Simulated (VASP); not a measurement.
# SnTe (Pm-3m) in VASP: further runs

The runs below take SnTe through single point, with LDA.

Everything below comes from runs of VASP 6.6.1. Logs are shortened: lines on timing, memory, paths and dates and some standing lists are left out, and cuts for length are marked.

### 1 Starting point

It takes space group Pm-3m (No. 221, cubic). The conventional cell has a = 3.905 Å, b = 3.905 Å, c = 3.905 Å, α = 90.00°, β = 90.00°, γ = 90.00°. Te (site symmetry m-3m) has 8 Sn at 3.38 Å as nearest neighbours. Sn (site symmetry m-3m) has 8 Te at 3.38 Å as nearest neighbours.

Measurements of this composition are mostly on another form, of space group No. 225.

### 2 Single point, LDA

Input file INCAR:

```
SYSTEM = SnTe
ADDGRID = .False.
ALGO = Normal
EDIFF = 1E-6
ENCUT = 400
GGA = CA
ISIF = 2
ISMEAR = 0
LASPH = .True.
LCHARG = .False.
LREAL = .False.
LWAVE = .False.
NELM = 100
PREC = Accurate
SIGMA = 0.05
```

Input file KPOINTS:

```
k-points
0
Gamma
  2 2 2
  0 0 0
```

Input file POSCAR:

```
SnTe
1.0
    3.9047000000      0.0000000000      0.0000000000
    0.0000000000      3.9047000000      0.0000000000
    0.0000000000      0.0000000000      3.9047000000
Te Sn
1 1
Direct
    0.5000000000      0.5000000000      0.5000000000
    0.0000000000      0.0000000000      0.0000000000
```

Potentials or basis: VASP PAW LDA potentials, release 64 (Te, Sn_d).

On the command line:

```
$ cat potpaw_LDA.64/Te/POTCAR potpaw_LDA.64/Sn_d/POTCAR > POTCAR
$ mpirun -np 1 vasp_std > vasp.out
```

OUTCAR:

```text
SYSTEM = SnTe
   EDIFF = 1E-6
   ENCUT = 400
   GGA = CA
   ISIF = 2
   ISMEAR = 0
   LASPH = .True.
   LREAL = .False.
   NELM = 100
   PREC = Accurate

 Found      4 irreducible k-points:

 Following reciprocal coordinates:
            Coordinates               Weight
  0.000000  0.000000  0.000000      1.000000
  0.500000  0.000000  0.000000      3.000000
  0.500000  0.500000  0.000000      3.000000
  0.500000  0.500000  0.500000      1.000000
   k-points           NKPTS =      4   k-points in BZ     NKDIM =      4   number of bands    NBANDS=     14
   number of dos      NEDOS =    301   number of ions     NIONS =      2
   total plane-waves  NPLWV =  21952
   dimension x,y,z NGX =    28 NGY =   28 NGZ =   28
   dimension x,y,z NGXF=    56 NGYF=   56 NGZF=   56
   ions per type =               1   1
   NGX,Y,Z   is equivalent  to a cutoff of  11.92, 11.92, 11.92 a.u.
   NGXF,Y,Z  is equivalent  to a cutoff of  23.84, 23.84, 23.84 a.u.
 SYSTEM =  SnTe
   PREC   = accura    normal or accurate (medium, high low for compatibility)
   ISTART =      0    job   : 0-new  1-cont  2-samecut
   ICHARG =      2    charge: 1-file 2-atom 10-const
   ISPIN  =      1    spin polarized calculation?
   LNONCOLLINEAR =      F non collinear calculations
   LSORBIT =      F    spin-orbit coupling
   LASPH  =      T    aspherical Exc in radial PAW
   ENCUT  =  400.0 eV  29.40 Ry    5.42 a.u.   6.37  6.37  6.37*2*pi/ulx,y,z
   NELM   =    100;   NELMIN=  2; NELMDL= -5     # of ELM steps
   EDIFF  = 0.1E-05   stopping-criterion for ELM
   LREAL  =      F    real-space projection
   EDIFFG = 0.1E-04   stopping-criterion for IOM
   NSW    =      0    number of steps for IOM
   IBRION =     -1    ionic relax: 0-MD 1-quasi-New 2-CG
   NFREE  =      0    steps in history (QN), initial steepest desc. (CG)
   ISIF   =      2    stress and relaxation
   ISYM   =      2    0-nonsym 1-usesym 2-fastsym
   POTIM  = 0.5000    time-step for ionic-motion
   TEBEG  =    0.0;   TEEND  =   0.0 temperature during run
   PSTRESS=    0.0 pullay stress
   NELECT =      20.0000    total number of electrons
   NUPDOWN=      -1.0000    fix difference up-down
   EMIN   =  10.00;   EMAX   =-10.00  energy-range for DOS
   EFERMI =   0.00;   METHOD = LEGACY
   ISMEAR =     0;   SIGMA  =   0.05  broadening in eV -4-tet -1-fermi 0-gaus
   EFERMI_NEDOS =   21; number of points for ismear=-14 and -15
   IALGO  =     38    algorithm
   IMIX   =      4    mixing-type and parameters
     AMIX     =   0.40;   BMIX     =  1.00
     AMIX_MAG =   1.60;   BMIX_MAG =  1.00
  volume/ion in A,a.u.               =      29.77       200.88
  Fermi-wavevector in a.u.,A,eV,Ry     =   1.138057  2.150615 17.621893  1.295173
  Thomas-Fermi vector in A             =   2.274761
   LORBIT       =      0    0 simple, 1 ext, 2 COOP (PROOUT), +10 PAW based schemes
   GGA     = CA    functional components
   LHFCALC =     F    Hartree Fock is set to
   AEXX    =    0.0000 exact exchange contribution
   IVDW    =     0    specifies the selected vdW correction
   LEPSILON=     F    determine dielectric tensor
   LRPA    =     F    only Hartree local field effects (RPA)
 non-spin polarized calculation
 Gauss-broadening in eV      SIGMA  =   0.05
  energy-cutoff  :      400.00
  volume of cell :       59.53
 maximum number of plane-waves:      1108
 NGX is ok and might be reduce to    28
   NGX = 13   NGY = 13   NGZ = 13

 number of electron      19.9999991 magnetization

 Free energy of the ion-electron system (eV)
  ---------------------------------------------------
  ext. energy  EPLUGINS =         0.00000000
  ---------------------------------------------------
  free energy    TOTEN  =        -7.05628554 eV

  energy without entropy =       -7.05158186  energy(sigma->0) =       -7.05393370

 E-fermi :   6.9129     XC(G=0): -10.0719

 val. band max:        6.8515758610   @ k =   0.5000   0.0000   0.0000
 cond. band min:       6.9741985265   @ k =   0.5000   0.0000   0.0000
 fundamental gap:      0.1226226655
 Fermi energy:         6.9128871941

 k-point     1 :       0.0000    0.0000    0.0000
  band No.  band energies     occupation
      1     -14.6809      2.00000
      2     -14.6809      2.00000
      3     -14.6443      2.00000
      4     -14.6443      2.00000
      5     -14.6443      2.00000
      6      -5.4078      2.00000
      7       1.4354      2.00000
      8       5.1781      2.00000
      9       5.1781      2.00000
     10       5.1781      2.00000
     11      10.4840      0.00000
     12      10.4840      0.00000
     13      12.1122      0.00000
     14      12.1122      0.00000

 k-point     2 :       0.5000    0.0000    0.0000
  band No.  band energies     occupation
      1     -14.6797      2.00000
      2     -14.6552      2.00000
      3     -14.6552      2.00000
      4     -14.6477      2.00000
      5     -14.6436      2.00000
      6      -4.1924      2.00000
      7      -1.3695      2.00000
      8       6.7005      2.00000
      9       6.7005      2.00000
     10       6.8516      1.91711
     11       6.9742      0.08289
     12       8.9464      0.00000
     13       8.9464      0.00000
     14      12.3033      0.00000

 k-point     3 :       0.5000    0.5000    0.0000
  band No.  band energies     occupation
      1     -14.6710      2.00000
      2     -14.6630      2.00000
      3     -14.6532      2.00000
      4     -14.6532      2.00000
      5     -14.6290      2.00000
      6      -3.4017      2.00000
      7       0.3523      2.00000
      8       2.1327      2.00000
      9       2.1327      2.00000
     10       7.2436      0.00000
     11      10.0901      0.00000
     12      10.5913      0.00000
     13      10.5913      0.00000
     14      12.8564      0.00000

 k-point     4 :       0.5000    0.5000    0.5000
  band No.  band energies     occupation
      1     -14.6667      2.00000
      2     -14.6667      2.00000
      3     -14.6667      2.00000
      4     -14.6284      2.00000
      5     -14.6284      2.00000
      6      -2.8827      2.00000
      7       1.4406      2.00000
      8       4.0908      2.00000
      9       4.0908      2.00000
     10       4.0908      2.00000
     11       5.5036      2.00000
     12       5.5036      2.00000
     13       5.5036      2.00000
     14      20.7873      0.00000

------------------------ aborting loop because EDIFF is reached ----------------------------------------

  FORCE on cell =-STRESS in cart. coord.  units (eV):
  Direction    XX          YY          ZZ          XY          YZ          ZX
  --------------------------------------------------------------------------------------
  -------------------------------------------------------------------------------------
  Total        0.0840796      0.0840796      0.0840796     -0.0000000     -0.0000000     -0.0000000
  in kB        2.2627577      2.2627577      2.2627577     -0.0000000     -0.0000000     -0.0000000
  external PRESSURE =       2.2627577 kB  Pullay stress =       0.0000000 kB

 VOLUME and BASIS-vectors are now :
 -----------------------------------------------------------------------------
  energy-cutoff  :      400.00
  volume of cell :       59.53
      direct lattice vectors                 reciprocal lattice vectors
     3.904700000  0.000000000  0.000000000     0.256101621  0.000000000  0.000000000
     0.000000000  3.904700000  0.000000000     0.000000000  0.256101621  0.000000000
     0.000000000  0.000000000  3.904700000     0.000000000  0.000000000  0.256101621

 POSITION                                       TOTAL-FORCE (eV/Angst)
 -----------------------------------------------------------------------------------
      1.95235      1.95235      1.95235         0.000000      0.000000      0.000000
      0.00000      0.00000      0.00000         0.000000      0.000000      0.000000
 -----------------------------------------------------------------------------------
    total drift:                               -0.000000      0.000000     -0.000000

  FREE ENERGIE OF THE ION-ELECTRON SYSTEM (eV)
  ---------------------------------------------------
  free  energy   TOTEN  =        -7.0562855371 eV

  energy  without entropy=       -7.0515818615  energy(sigma->0) =       -7.05393370
```

Wall time 2.5 s (1 thread of AMD EPYC 9R14 (Zen 4), shared host); peak memory 0.1 GiB.

The run converged, but some of its settings lie outside the range that counts as converged, so its numbers aren't taken as properties of the crystal.

Results:

```
Free energy            : -7.0563 eV
Pressure               : 0.2 GPa
Band gap on the k mesh : none (metal or under the smearing width)
```

Caveat: the k mesh is coarse (spacing up to 0.80 Å⁻¹), so the values aren't converged.

### 3 Single point, LDA

INCAR, as its differences from that of step 2:

```diff
@@ -4,3 +4,3 @@
 EDIFF = 1E-6
-ENCUT = 400
+ENCUT = 500
 GGA = CA
```

KPOINTS is that of step 2.

POSCAR is that of step 2.

Potentials or basis: VASP PAW LDA potentials, release 64 (Te, Sn_d).

On the command line:

```
$ cat potpaw_LDA.64/Te/POTCAR potpaw_LDA.64/Sn_d/POTCAR > POTCAR
$ mpirun -np 1 vasp_std > vasp.out
```

It took 2.5 s on 1 thread of AMD EPYC 9R14 (Zen 4), shared host; peak memory 0.11 GiB.

These settings aren't checked as converged: the numbers below hold their error.

What came out:

* Free energy: -7.0562 eV
* Pressure: 0.2 GPa
* Band gap on the k mesh: none (metal or under the smearing width)

Caveat: the k mesh is coarse (spacing up to 0.80 Å⁻¹), so the values aren't converged.

### 4 Single point, LDA

INCAR, as its differences from that of step 3:

```diff
@@ -4,3 +4,3 @@
 EDIFF = 1E-6
-ENCUT = 500
+ENCUT = 250
 GGA = CA
```

Input file KPOINTS:

```
k-points
0
Gamma
  3 3 3
  0 0 0
```

POSCAR is that of step 3.

Potentials or basis: VASP PAW LDA potentials, release 64 (Te, Sn_d).

On the command line:

```
$ cat potpaw_LDA.64/Te/POTCAR potpaw_LDA.64/Sn_d/POTCAR > POTCAR
$ mpirun -np 1 vasp_std > vasp.out
```

OUTCAR:

```text
SYSTEM = SnTe
   EDIFF = 1E-6
   ENCUT = 250
   GGA = CA
   ISIF = 2
   ISMEAR = 0
   LASPH = .True.
   LREAL = .False.
   NELM = 100
   PREC = Accurate

 Found      4 irreducible k-points:

 Following reciprocal coordinates:
            Coordinates               Weight
  0.000000  0.000000  0.000000      1.000000
  0.333333  0.000000  0.000000      6.000000
  0.333333  0.333333  0.000000     12.000000
  0.333333  0.333333  0.333333      8.000000
   k-points           NKPTS =      4   k-points in BZ     NKDIM =      4   number of bands    NBANDS=     14
   number of dos      NEDOS =    301   number of ions     NIONS =      2
   total plane-waves  NPLWV =   8000
   dimension x,y,z NGX =    20 NGY =   20 NGZ =   20
   dimension x,y,z NGXF=    40 NGYF=   40 NGZF=   40
   ions per type =               1   1
   NGX,Y,Z   is equivalent  to a cutoff of   8.52,  8.52,  8.52 a.u.
   NGXF,Y,Z  is equivalent  to a cutoff of  17.03, 17.03, 17.03 a.u.
 SYSTEM =  SnTe
   PREC   = accura    normal or accurate (medium, high low for compatibility)
   ISTART =      0    job   : 0-new  1-cont  2-samecut
   ICHARG =      2    charge: 1-file 2-atom 10-const
   ISPIN  =      1    spin polarized calculation?
   LNONCOLLINEAR =      F non collinear calculations
   LSORBIT =      F    spin-orbit coupling
   LASPH  =      T    aspherical Exc in radial PAW
   ENCUT  =  250.0 eV  18.37 Ry    4.29 a.u.   5.03  5.03  5.03*2*pi/ulx,y,z
   NELM   =    100;   NELMIN=  2; NELMDL= -5     # of ELM steps
   EDIFF  = 0.1E-05   stopping-criterion for ELM
   LREAL  =      F    real-space projection
   EDIFFG = 0.1E-04   stopping-criterion for IOM
   NSW    =      0    number of steps for IOM
   IBRION =     -1    ionic relax: 0-MD 1-quasi-New 2-CG
   NFREE  =      0    steps in history (QN), initial steepest desc. (CG)
   ISIF   =      2    stress and relaxation
   ISYM   =      2    0-nonsym 1-usesym 2-fastsym
   POTIM  = 0.5000    time-step for ionic-motion
   TEBEG  =    0.0;   TEEND  =   0.0 temperature during run
   PSTRESS=    0.0 pullay stress
   NELECT =      20.0000    total number of electrons
   NUPDOWN=      -1.0000    fix difference up-down
   EMIN   =  10.00;   EMAX   =-10.00  energy-range for DOS
   EFERMI =   0.00;   METHOD = LEGACY
   ISMEAR =     0;   SIGMA  =   0.05  broadening in eV -4-tet -1-fermi 0-gaus
   EFERMI_NEDOS =   21; number of points for ismear=-14 and -15
   IALGO  =     38    algorithm
   IMIX   =      4    mixing-type and parameters
     AMIX     =   0.40;   BMIX     =  1.00
     AMIX_MAG =   1.60;   BMIX_MAG =  1.00
  volume/ion in A,a.u.               =      29.77       200.88
  Fermi-wavevector in a.u.,A,eV,Ry     =   1.138057  2.150615 17.621893  1.295173
  Thomas-Fermi vector in A             =   2.274761
   LORBIT       =      0    0 simple, 1 ext, 2 COOP (PROOUT), +10 PAW based schemes
   GGA     = CA    functional components
   LHFCALC =     F    Hartree Fock is set to
   AEXX    =    0.0000 exact exchange contribution
   IVDW    =     0    specifies the selected vdW correction
   LEPSILON=     F    determine dielectric tensor
   LRPA    =     F    only Hartree local field effects (RPA)
 non-spin polarized calculation
 Gauss-broadening in eV      SIGMA  =   0.05
  energy-cutoff  :      250.00
  volume of cell :       59.53
 maximum number of plane-waves:       546
   NGX = 11   NGY = 11   NGZ = 11

 number of electron      20.0000049 magnetization

 Free energy of the ion-electron system (eV)
  ---------------------------------------------------
  ext. energy  EPLUGINS =         0.00000000
  ---------------------------------------------------
  free energy    TOTEN  =        -8.16645555 eV

  energy without entropy =       -8.16645555  energy(sigma->0) =       -8.16645555

 E-fermi :   7.0466     XC(G=0): -10.0705

 val. band max:        6.7987921217   @ k =   0.3333   0.3333   0.0000
 cond. band min:       7.3385065745   @ k =   0.3333   0.3333   0.3333
 fundamental gap:      0.5397144528
 Fermi energy:         7.0465536192

 k-point     1 :       0.0000    0.0000    0.0000
  band No.  band energies     occupation
      1     -14.7272      2.00000
      2     -14.7272      2.00000
      3     -14.6869      2.00000
      4     -14.6869      2.00000
      5     -14.6869      2.00000
      6      -5.3937      2.00000
      7       1.4253      2.00000
      8       5.1864      2.00000
      9       5.1864      2.00000
     10       5.1864      2.00000
     11      10.4897      0.00000
     12      10.4897      0.00000
     13      12.1041      0.00000
     14      12.1041      0.00000
[... 37 lines left out ...]
      1     -14.7044      2.00000
      2     -14.7031      2.00000
      3     -14.7031      2.00000
      4     -14.6875      2.00000
      5     -14.6875      2.00000
      6      -3.4015      2.00000
      7       0.3038      2.00000
      8       3.7346      2.00000
      9       3.7346      2.00000
     10       4.4286      2.00000
     11       7.3385      0.00000
     12       7.3385      0.00000
     13       9.5135      0.00000
     14      15.6495      0.00000

------------------------ aborting loop because EDIFF is reached ----------------------------------------

  FORCE on cell =-STRESS in cart. coord.  units (eV):
  Direction    XX          YY          ZZ          XY          YZ          ZX
  --------------------------------------------------------------------------------------
  -------------------------------------------------------------------------------------
  Total       -0.8527050     -0.8527050     -0.8527050      0.0000000      0.0000000      0.0000000
  in kB      -22.9480816    -22.9480816    -22.9480816      0.0000000      0.0000000      0.0000000
  external PRESSURE =     -22.9480816 kB  Pullay stress =       0.0000000 kB

 VOLUME and BASIS-vectors are now :
 -----------------------------------------------------------------------------
  energy-cutoff  :      250.00
  volume of cell :       59.53
      direct lattice vectors                 reciprocal lattice vectors
     3.904700000  0.000000000  0.000000000     0.256101621  0.000000000  0.000000000
     0.000000000  3.904700000  0.000000000     0.000000000  0.256101621  0.000000000
     0.000000000  0.000000000  3.904700000     0.000000000  0.000000000  0.256101621

 POSITION                                       TOTAL-FORCE (eV/Angst)
 -----------------------------------------------------------------------------------
      1.95235      1.95235      1.95235         0.000000      0.000000      0.000000
      0.00000      0.00000      0.00000         0.000000      0.000000      0.000000
 -----------------------------------------------------------------------------------
    total drift:                               -0.000000      0.000000     -0.000000

  FREE ENERGIE OF THE ION-ELECTRON SYSTEM (eV)
  ---------------------------------------------------
  free  energy   TOTEN  =        -8.1664555507 eV

  energy  without entropy=       -8.1664555507  energy(sigma->0) =       -8.16645555
```

OSZICAR:

```text
N       E                     dE             d eps       ncg     rms          rms(c)
DAV:   1     0.889600174585E+02    0.88960E+02   -0.64610E+03   112   0.945E+02
DAV:   2    -0.210270923861E+01   -0.91063E+02   -0.90257E+02   130   0.264E+02
DAV:   3    -0.822118088536E+01   -0.61185E+01   -0.61082E+01   136   0.728E+01
DAV:   4    -0.832511587507E+01   -0.10393E+00   -0.10393E+00   138   0.978E+00
DAV:   5    -0.832731422547E+01   -0.21984E-02   -0.21983E-02   132   0.122E+00    0.475E+00
DAV:   6    -0.817128802395E+01    0.15603E+00   -0.46871E-01   146   0.406E+00    0.325E+00
DAV:   7    -0.816754781730E+01    0.37402E-02   -0.63490E-02   130   0.114E+00    0.102E+00
DAV:   8    -0.816656131247E+01    0.98650E-03   -0.57911E-03   130   0.629E-01    0.322E-01
DAV:   9    -0.816646385469E+01    0.97458E-04   -0.91684E-04   130   0.174E-01    0.634E-02
DAV:  10    -0.816645461266E+01    0.92420E-05   -0.58832E-05   124   0.449E-02    0.315E-02
DAV:  11    -0.816645555067E+01   -0.93802E-06   -0.92883E-06   124   0.171E-02
   1 F= -.81664556E+01 E0= -.81664556E+01  d E =-.271929E-12
```

stdout:

```text
POSCAR found type information on POSCAR TeSn
 POSCAR found :  2 types and       2 ions
 scaLAPACK will be used
 LDA part: xc-table for (Slater(with rela. corr.)+CA(PZ))
 , standard interpolation
 POSCAR, INCAR and KPOINTS ok, starting setup
 FFT: planning ... GRIDC
 FFT: planning ... GRID_SOFT
 FFT: planning ... GRID
 WAVECAR not read
 entering main loop
```

It took 1.5 s on 1 thread of AMD EPYC 9R14 (Zen 4), shared host; peak memory 0.08 GiB.

The run converged, but some of its settings lie outside the range that counts as converged, so its numbers aren't taken as properties of the crystal.

Results:

* Free energy: -8.1665 eV
* Band gap on the k mesh: 0.54 eV, indirect (least direct gap 2.06 eV)

Caveat: the k mesh is coarse (spacing up to 0.54 Å⁻¹), so the values aren't converged; the cutoff is under 1.25 times the usual one of these potentials, so pressure, stress and relaxed cells hold a basis-set (Pulay) error; spin-orbit coupling is left out, which moves the levels of the heavy elements; an odd mesh through Γ misses points on the zone boundary, where band edges often lie.

[end of part 1 of 2]
